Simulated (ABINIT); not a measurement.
# Hf (P6/mmm) in ABINIT: reference runs

How does Hf come out in PBEsol? The cell is run as given and disturbed.

All numbers are computed with ABINIT 10.8.3 (patched build); they aren't measurements. Logs are shortened: lines on timing, memory, paths and dates and some standing lists are left out, and cuts for length are marked. The log counts tension as positive stress, the text compression.

### 1 The structure

The structure is hexagonal, space group P6/mmm (No. 191). The conventional cell has a = 4.962 Å, b = 4.962 Å, c = 3.086 Å, α = 90.00°, β = 90.00°, γ = 120.00°. Hf (site symmetry 6/mmm) has 14 Hf at 3.09 to 3.25 Å as nearest neighbours. Hf (site symmetry -6m2) is surrounded by 11 Hf at 2.87 to 3.25 Å.

This isn't the form of Hf at room conditions, which is hcp.

### 2 Single point, PBEsol

run.abi

```
# Pseudopotentials
pp_dirpath "./"
pseudos "Hf.upf"

# Structure
acell 9.3774437783 9.3774437782 5.8321337095
rprim
     1.0000000000     0.0000000000     0.0000000000
    -0.5000000000     0.8660254038     0.0000000000
     0.0000000000     0.0000000000     1.0000000000
ntypat 1
znucl 72
natom 3
typat 1 1 1
xred
     0.0000000000     0.0000000000     0.0000000000
     0.3333333333     0.6666666667     0.5000000000
     0.6666666667     0.3333333333     0.5000000000

# Plane-wave basis
ecut 29.0

# k points
kptopt 1
ngkpt 6 6 9
nshiftk 1
shiftk 0.0 0.0 0.0

# Exchange and correlation
ixc -116133

# Bands and occupations
nband 22
occopt 3
tsmear 0.05 eV

# SCF cycle
nstep 100
tolvrs 1.0e-10

# Output
iomode 3
prtwf 0
prteig 0
prtebands 0
enunit 2
prtden 1
prtvha 1
prtvclmb 1
prtpot 1
prtelf 1
```

Potentials or basis: PseudoDojo NC SR PBEsol v0.4.1 standard.

Launch:

```bash
$ abinit run.abi > log 2>&1
```

run.abo:

```text
.Version 10.8.3 of ABINIT
 Symmetries : space group P6/m m m (#191); Bravais hP (primitive hexag.)
================================================================================
 Values of the parameters that define the memory need of the present run
     intxc =       0    ionmov =       0      iscf =       7    lmnmax =       8
     lnmax =       8     mgfft =      48  mpssoang =       4    mqgrid =    3001
     natom =       3  nloc_mem =       1    nspden =       1   nspinor =       1
    nsppol =       1      nsym =      24    n1xccc =    2501    ntypat =       1
    occopt =       3   xclevel =       2
       mpw =        3339          nfft =       69120          nkpt =          35
================================================================================
================================================================================

--------------------------------------------------------------------------------
------------- Echo of variables that govern the present computation ------------
--------------------------------------------------------------------------------
 -outvars: echo values of preprocessed input variables --------
            acell      9.3774437783E+00  9.3774437782E+00  5.8321337095E+00 Bohr
              amu      1.78490000E+02
             ecut      2.90000000E+01 Hartree
           enunit           2
              ixc     -116133
         kptrlatt        6    0    0      0    6    0      0    0    9
          kptrlen      5.24892034E+01
            natom           3
            nband          22
            ngfft          48      48      30
             nkpt          35
            nstep         100
             nsym          24
           ntypat           1
           occopt           3
        prtebands           0
           prteig           0
           prtelf           1
           prtpot           1
         prtvclmb           1
           prtvha           1
            prtwf           0
            rprim      1.0000000000E+00  0.0000000000E+00  0.0000000000E+00
                      -5.0000000000E-01  8.6602540380E-01  0.0000000000E+00
                       0.0000000000E+00  0.0000000000E+00  1.0000000000E+00
          spgroup         191
           tolvrs      1.00000000E-10
           tsmear      1.83746611E-03 Hartree
            typat      1  1  1
           xangst      0.0000000000E+00  0.0000000000E+00  0.0000000000E+00
                       1.7639147398E-11  2.8650022961E+00  1.5431161240E+00
                       2.4811647703E+00  1.4325011481E+00  1.5431161240E+00
            xcart      0.0000000000E+00  0.0000000000E+00  0.0000000000E+00
                       3.3333157677E-11  5.4140696898E+00  2.9160668547E+00
                       4.6887218892E+00  2.7070348449E+00  2.9160668547E+00
             xred      0.0000000000E+00  0.0000000000E+00  0.0000000000E+00
                       3.3333333333E-01  6.6666666667E-01  5.0000000000E-01
                       6.6666666667E-01  3.3333333333E-01  5.0000000000E-01
            znucl       72.00000

================================================================================

 chkinp: Checking input parameters for consistency.

================================================================================
== DATASET  1 ==================================================================

--- !DatasetInfo
iteration_state: {dtset: 1, }
dimensions: {natom: 3, nkpt: 35, mband: 22, nsppol: 1, nspinor: 1, nspden: 1, mpw: 3339, }
cutoff_energies: {ecut:  29.0, pawecutdg:  -1.0, }
electrons: {nelect:   3.60000000E+01, charge:   0.00000000E+00, occopt:   3.00000000E+00, tsmear:   1.83746611E-03, }
meta: {optdriver: 0, ionmov: 0, optcell: 0, iscf: 7, paral_kgb: 0, }
...

 Real(R)+Recip(G) space primitive vectors, cartesian coordinates (Bohr,Bohr^-1):
 R(1)=  9.3774438  0.0000000  0.0000000  G(1)=  0.1066389  0.0615680  0.0000000
 R(2)= -4.6887219  8.1211045  0.0000000  G(2)=  0.0000000  0.1231360  0.0000000
 R(3)=  0.0000000  0.0000000  5.8321337  G(3)=  0.0000000  0.0000000  0.1714638
 Unit cell volume ucvol=  4.4414732E+02 bohr^3
 Angles (23,13,12)=  9.00000000E+01  9.00000000E+01  1.20000000E+02 degrees

 getcut: wavevector=  0.0000  0.0000  0.0000  ngfft=  48  48  30
         ecut(hartree)=     29.000   => boxcut(ratio)=   2.11151

--- Pseudopotential description ------------------------------------------------
- pspini: atom type   1  psp file is ./Hf.upf
12 -116133 3 -1 1656                          pspcod,pspxc,lmax,lloc,mmax
     nproj     2     2     2     2

   2.37500722E+03                                ecore*ucvol(ha*bohr**3)
--------------------------------------------------------------------------------

================================================================================

--- !BeginCycle
iteration_state: {dtset: 1, }
solver: {iscf: 7, nstep: 100, nline: 4, wfoptalg: 0, }
tolerances: {tolvrs: 1.00E-10, }
...

     iter   Etot(hartree)      deltaE(h)  residm     vres2
 ETOT  1  -169.07074906034    -1.691E+02 1.088E-01 4.742E+01
 ETOT  2  -169.13410400202    -6.335E-02 1.190E-02 4.088E+01
 ETOT  3  -169.13713068646    -3.027E-03 2.494E-03 2.170E+01
 ETOT  4  -169.14033721091    -3.207E-03 2.075E-03 4.159E-02
 ETOT  5  -169.14034559917    -8.388E-06 5.487E-04 9.724E-04
 ETOT  6  -169.14034576394    -1.648E-07 4.270E-04 7.854E-05
 ETOT  7  -169.14034577727    -1.333E-08 1.055E-04 2.773E-08
 ETOT  8  -169.14034577735    -7.802E-11 1.026E-04 2.489E-09
 ETOT  9  -169.14034577736    -6.253E-12 6.496E-05 3.119E-10
 ETOT 10  -169.14034577736    -1.563E-12 1.077E-04 2.712E-11

 At SCF step   10       vres2   =  2.71E-11 < tolvrs=  1.00E-10 =>converged.

 Compute ELF
--------------------------------------------------------------------------------

 Compute kinetic energy density

 Compute gradient of the electron density
 Electron Localization Function (ELF) [min:0;max:1]
)     Maximum=    8.6083E-01  at reduced coord.    0.3333    0.6667    0.7000
)     Minimum=    1.6934E-03  at reduced coord.    0.0000    0.0000    0.0000
   Integrated=    1.6834E+02

--------------------------------------------------------------------------------
 End of ELF section

 Cartesian components of stress tensor (hartree/bohr^3)
  sigma(1 1)=  8.55455729E-05  sigma(3 2)=  0.00000000E+00
  sigma(2 2)=  8.55455727E-05  sigma(3 1)=  0.00000000E+00
  sigma(3 3)=  6.66411853E-05  sigma(2 1)= -7.46503776E-14

--- !ResultsGS
iteration_state: {dtset: 1, }
comment   : Summary of ground state results
lattice_vectors:
- [  9.3774438,   0.0000000,   0.0000000, ]
- [ -4.6887219,   8.1211045,   0.0000000, ]
- [  0.0000000,   0.0000000,   5.8321337, ]
lattice_lengths: [   9.37744,    9.37744,    5.83213, ]
lattice_angles: [ 90.000,  90.000, 120.000, ] # degrees, (23, 13, 12)
lattice_volume:   4.4414732E+02
convergence: {deltae: -1.563E-12, res2:  2.712E-11, residm:  1.077E-04, diffor: null, }
etotal    :  -1.69140346E+02
entropy   :   0.00000000E+00
fermie    :   3.87398471E-01
cartesian_stress_tensor: # hartree/bohr^3
- [  8.55455729E-05,  -7.46503776E-14,   0.00000000E+00, ]
- [ -7.46503776E-14,   8.55455727E-05,   0.00000000E+00, ]
- [  0.00000000E+00,   0.00000000E+00,   6.66411853E-05, ]
pressure_GPa:  -2.3314E+00
xred      :
- [  0.0000E+00,   0.0000E+00,   0.0000E+00, Hf]
- [  3.3333E-01,   6.6667E-01,   5.0000E-01, Hf]
- [  6.6667E-01,   3.3333E-01,   5.0000E-01, Hf]
cartesian_forces: # hartree/bohr
- [ -1.91427094E-29,   3.31561453E-29,  -0.00000000E+00, ]
- [ -7.65708378E-29,  -6.63122907E-29,  -0.00000000E+00, ]
- [  9.57135472E-29,   3.31561453E-29,  -0.00000000E+00, ]
force_length_stats: {min:   3.82854189E-29, max:   1.01293697E-28, mean:   8.02909378E-29, }
...

 Integrated electronic density in atomic spheres:
 ------------------------------------------------
 Atom  Sphere_radius  Integrated_density
    1        2.00000          8.35960043
    2        2.00000          8.45242943
    3        2.00000          8.45242943
================================================================================

 ----iterations are completed or convergence reached----

 Mean square residual over all n,k,spin=   37.009E-08; max=  10.768E-05
 reduced coordinates (array xred) for    3 atoms
       0.000000000000      0.000000000000      0.000000000000
       0.333333333333      0.666666666667      0.500000000000
       0.666666666667      0.333333333333      0.500000000000
 rms dE/dt=  4.7494E-28; max dE/dt=  5.3853E-28; dE/dt below (all hartree)
    1       0.000000000000      0.000000000000      0.000000000000
    2       0.000000000000      0.000000000000      0.000000000000
    3      -0.000000000000      0.000000000000      0.000000000000

 cartesian coordinates (angstrom) at end:
    1      0.00000000000000     0.00000000000000     0.00000000000000
    2      0.00000000001764     2.86500229611359     1.54311612395642
    3      2.48116477032581     1.43250114805679     1.54311612395642

 cartesian forces (hartree/bohr) at end:
    1     -0.00000000000000     0.00000000000000    -0.00000000000000
    2     -0.00000000000000    -0.00000000000000    -0.00000000000000
    3      0.00000000000000     0.00000000000000    -0.00000000000000
 frms,max,avg= 4.9426263E-29 9.5713547E-29   0.000E+00  0.000E+00  0.000E+00 h/b

 cartesian forces (eV/Angstrom) at end:
    1     -0.00000000000000     0.00000000000000    -0.00000000000000
    2     -0.00000000000000    -0.00000000000000    -0.00000000000000
    3      0.00000000000000     0.00000000000000    -0.00000000000000
 frms,max,avg= 2.5416006E-27 4.9217885E-27   0.000E+00  0.000E+00  0.000E+00 e/A
 length scales=  9.377443778300  9.377443778200  5.832133709500 bohr
              =  4.962329540634  4.962329540581  3.086232247913 angstroms
 Fermi (or HOMO) energy (hartree) =   0.38740   Average Vxc (hartree)=  -0.43923
 Eigenvalues (hartree) for nkpt=  35  k points:
 kpt#   1, nband= 22, wtk=  0.00309, kpt=  0.0000  0.0000  0.0000 (reduced coord)
  -1.88678   -1.87511   -1.87121   -0.73776   -0.73776   -0.73607   -0.73607   -0.72262
  -0.71333   -0.70946   -0.70758   -0.70758    0.12154    0.29521    0.36456    0.36466
   0.36466    0.36592    0.36592    0.42830    0.46647    0.46647
      occupation numbers for kpt#   1
   2.00000    2.00000    2.00000    2.00000    2.00000    2.00000    2.00000    2.00000
   2.00000    2.00000    2.00000    2.00000    2.00000    2.00000    1.99999    1.99999
   1.99999    1.99998    1.99998    0.00000    0.00000    0.00000
 prteigrs : prtvol=0 or 1, do not print more k-points.

 Fermi (or HOMO) energy (eV) =  10.54165   Average Vxc (eV)= -11.95216
 Eigenvalues (   eV  ) for nkpt=  35  k points:
 kpt#   1, nband= 22, wtk=  0.00309, kpt=  0.0000  0.0000  0.0000 (reduced coord)
 -51.34203  -51.02435  -50.91828  -20.07539  -20.07539  -20.02940  -20.02940  -19.66359
 -19.41068  -19.30533  -19.25430  -19.25430    3.30718    8.03308    9.92020    9.92300
   9.92300    9.95711    9.95711   11.65473   12.69319   12.69323
 prteigrs : prtvol=0 or 1, do not print more k-points.

--- !EnergyTerms
iteration_state     : {dtset: 1, }
comment             : Components of total free energy in Hartree
kinetic             :  4.34698701909474E+01
hartree             :  2.10771121557738E+01
xc                  : -4.24556438158329E+01
Ewald energy        : -1.17708226328655E+02
psp_core            :  5.34734115112328E+00
local_psp           : -8.67171743221253E+01
non_local_psp       :  7.84728382124280E+00
internal            : -1.69139437147526E+02
'-kT*entropy'       : -9.08629831903489E-04
total_energy        : -1.69140345777358E+02
total_energy_eV     : -4.60254327872646E+03
band_energy         : -2.05889039115503E+01
...

 Cartesian components of stress tensor (hartree/bohr^3)
  sigma(1 1)=  8.55455729E-05  sigma(3 2)=  0.00000000E+00
  sigma(2 2)=  8.55455727E-05  sigma(3 1)=  0.00000000E+00
  sigma(3 3)=  6.66411853E-05  sigma(2 1)= -7.46503776E-14

-Cartesian components of stress tensor (GPa)         [Pressure= -2.3314E+00 GPa]
- sigma(1 1)=  2.51683765E+00  sigma(3 2)=  0.00000000E+00
- sigma(2 2)=  2.51683764E+00  sigma(3 1)=  0.00000000E+00
- sigma(3 3)=  1.96065136E+00  sigma(2 1)= -2.19628993E-09

== END DATASET(S) ==============================================================
================================================================================

 -outvars: echo values of variables after computation  --------
            acell      9.3774437783E+00  9.3774437782E+00  5.8321337095E+00 Bohr
           etotal     -1.6914034578E+02
            fcart     -1.9142709441E-29  3.3156145346E-29 -0.0000000000E+00
                      -7.6570837762E-29 -6.6312290690E-29 -0.0000000000E+00
                       9.5713547203E-29  3.3156145345E-29 -0.0000000000E+00
            rprim      1.0000000000E+00  0.0000000000E+00  0.0000000000E+00
                      -5.0000000000E-01  8.6602540380E-01  0.0000000000E+00
                       0.0000000000E+00  0.0000000000E+00  1.0000000000E+00
           strten      8.5545572865E-05  8.5545572688E-05  6.6641185259E-05
                       0.0000000000E+00  0.0000000000E+00 -7.4650377570E-14
           xangst      0.0000000000E+00  0.0000000000E+00  0.0000000000E+00
                       1.7639147398E-11  2.8650022961E+00  1.5431161240E+00
                       2.4811647703E+00  1.4325011481E+00  1.5431161240E+00
             xred      0.0000000000E+00  0.0000000000E+00  0.0000000000E+00
                       3.3333333333E-01  6.6666666667E-01  5.0000000000E-01
                       6.6666666667E-01  3.3333333333E-01  5.0000000000E-01
 Calculation completed.
```

It took 74 s on 1 thread of Arm Neoverse V2, shared host; peak memory 0.11 GiB.

Results:

```
Free energy                                           : -4602.5433 eV
Pressure                                              : -2.3 GPa
Band gap on the k mesh                                : none (metal or under the smearing width)
Valence electrons inside the program's atomic spheres : Hf 8.36, 8.45 (radii [1.0584] Å)
```

Stress tensor (GPa, compression positive):
```
-2.52  0.00  0.00
 0.00 -2.52  0.00
 0.00  0.00 -1.96
```

The run has no spin-orbit coupling, so splittings on Hf are missing.

(Part 1 of 2 ends here.)
